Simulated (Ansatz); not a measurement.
Crystal: Co.

```
CELL_PARAMETERS angstrom
2.47200 0.00000 0.00000
-1.23600 2.14081 0.00000
0.00000 0.00000 4.02114
ATOMIC_POSITIONS crystal
Co 0.66667 0.33333 0.75000
Co 0.33333 0.66667 0.25000
```

```yaml
Program: Ansatz 0.2.0
Task: relaxation of cell and atoms
Functional: revPBE
Potentials_or_basis: all-electron LAPW, scalar-relativistic
Basis_error_allowed: 0.001 eV/atom
k_mesh: 12 × 12 × 7
Occupations: fermi-dirac, width 0.05 eV
Spin: collinear spin, ferromagnetic start
Starting_moments: "[2.0, 2.0] μB"
```

At the start: volume 10.64 Å³/atom.

**Question.** Where does the relaxation end?

**Answer.** Over 5 steps the energy falls by 13.0 meV/atom and the volume is 11.10 Å³/atom (+4.3 %); space group P6_3/mmc (No. 194, to 0.05 Å); moment 3.31 μB per cell.

The path:
| step | energy change (eV) | largest force (eV/Å) | volume (Å³) |
| --- | --- | --- | --- |
| 1 | 0.0000 | 0.0000 | 21.28 |
| 2 | -0.0194 | 0.0000 | 21.73 |
| 3 | -0.0259 | 0.0000 | 22.16 |
| 4 | -0.0259 | 0.0000 | 22.19 |
| 5 | -0.0259 | 0.0000 | 22.19 |

Final structure:
```
Co
1.0
     2.51357    0.00000    0.00000
    -1.25678    2.17681    0.00000
     0.00000    0.00000    4.05578
Co
2
Direct
  0.66667 0.33333 0.75000
  0.33333 0.66667 0.25000
```
